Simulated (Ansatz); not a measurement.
## NaI: pressure as volume per atom varies

All results are calculated (Ansatz 0.2.0). Periodic Kohn-Sham DFT of a crystal at fixed atoms; pressure and stress are positive in compression; the energy is the free energy less that of spherical unpolarised free atoms; site moments are those in the method's own spheres, positive along +z.

Cell of the first row (space group Fm-3m, No. 225):
```
NaI
1.0
      0.0000     3.1703     3.1703
      3.1703     0.0000     3.1703
      3.1703     3.1703     0.0000
Na I
1 1
Direct
  0.00000 0.00000 0.00000
  0.50000 0.50000 0.50000
```

Settings of every row: method all-electron PAW; functional LDA; relativity scalar; k mesh 8x8x8; filling fermi-dirac; smearing width 0.02 eV; nucleus gaussian.

Atom start moment: 0 on all atoms.

Limits: no spin-orbit coupling on heavy atoms.

| row | volume per atom (Å³) | pressure (GPa) |
| --- | --- | --- |
| 1 | 31.865 | -0.727 |
| 2 | 32.543 | -1.07 |
| 3 | 33.221 | -1.372 |
| 4 | 33.56 | -1.509 |
| 5 | 33.899 | -1.638 |
| 6 | 34.238 | -1.758 |
| 7 | 34.577 | -1.87 |
| 8 | 35.255 | ? |
| 9 | 35.933 | -2.252 |

Question: what pressure should row 8 give?

Worked fit of pressure. Take u = (V_r/V)^(2/3) − 1 with V_r = 33.73 Å³ an atom, which is twice the finite (Eulerian) strain; such expansions in the strain, on which the Birch-Murnaghan equation of state is built, carry the rest volume and the bulk modulus. The shown rows have u = 0.03865, 0.02417, 0.01019, 0.00337, -0.00333, -0.00992, -0.0164, -0.0413. Least squares give pressure = −1.5745 + 19.159 × u + 69.29 × u² + 62 × u³ GPa; a parabola predicts inner rows, each left out in turn, worse (root mean square 0.001 against 0.0004 GPa). All shown rows lie on it to the printed digit. The withheld row has u = -0.02905, so the fit gives −1.5745 + 19.159 × (-0.02905) + 69.29 × (-0.02905)² + 62 × (-0.02905)³ = -2.074 GPa.

The calculation gave -2.074 GPa. The fit meets it to the printed digit.
